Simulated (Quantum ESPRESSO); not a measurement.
Runs of Quantum ESPRESSO 7.5 on PtSe2 (Sudovikovite). Symmetry: P-3m1, No. 164, trigonal system. The conventional cell has a = 3.724 Å, b = 3.724 Å, c = 5.062 Å, α = 90.00°, β = 90.00°, γ = 120.00°. Pt (site symmetry -3m) has 6 Se at 2.49 Å as nearest neighbours. Around Se (site symmetry 3m) lie 3 Pt at 2.49 Å. 

```csv
task,level,potentials or basis,U,cell,k mesh,cutoff (eV),ASE optimiser,rVV10 parameter b,mixing beta,SCF threshold,start of the occupations,mesh quality,gap on the mesh (eV),pressure (GPa),relaxed volume (Å³/atom),largest force (eV/Å)
relaxation of cell and atoms,PBEsol+rVV10,GBRV 1.5 PBEsol,-,relaxed,8 × 8 × 5,612,LBFGS,6.3,0.5,6e-10 Ry,-,not flagged,none,0.0,18.72,-
Hubbard U by linear response,PBE+U,PseudoDojo 0.4.1 SR PBE standard,Pt d U = 0.0001 eV,as given,8 × 8 × 4,1170,-,-,0.3,6e-10 Ry,default,not flagged,none,(a),-,0.55
single point,PBE+U,SSSP 1.3 efficiency PBE,Pt d U = 2 eV,as given,8 × 8 × 5,748,-,-,0.3,6e-10 Ry,-,not flagged,none,6.4,-,(b)
relaxation of cell and atoms,PBEsol+D3(BJ),GBRV 1.5 PBEsol,-,relaxed,8 × 8 × 5,612,BFGS,-,0.5,6e-10 Ry,-,not flagged,none,0.0,18.79,-
single point,PBE,SG15 PBE 1.2,-,as given,6 × 6 × 4,952,-,-,0.5,6e-10 Ry,-,coarse,none,7.4,-,0.60
relaxation of cell and atoms,PBEsol,GBRV 1.5 PBEsol,-,relaxed,8 × 8 × 5,612,LBFGS,-,0.5,6e-10 Ry,-,not flagged,none,0.0,19.67,-
```

Alike in all rows: no spin polarisation; smearing fermi-dirac 0.05 eV.

Question: Fill in the values left out.

Answer: (a) 7.2; (b) 0.53.

Caveats: pairwise dispersion overbinds metals, which lowers pressure and volume (some runs); U without spin polarisation on a metal has little footing (some runs); rVV10's parameter b was fitted to another functional (some runs); the computed U isn't converged in cell size (some runs).

A k mesh can miss the band edges, and the runs leave out spin-orbit coupling on Pt, Se.

A gap of «none» marks a metal or a gap under the smearing width.

Not every run made on this cell is shown here.
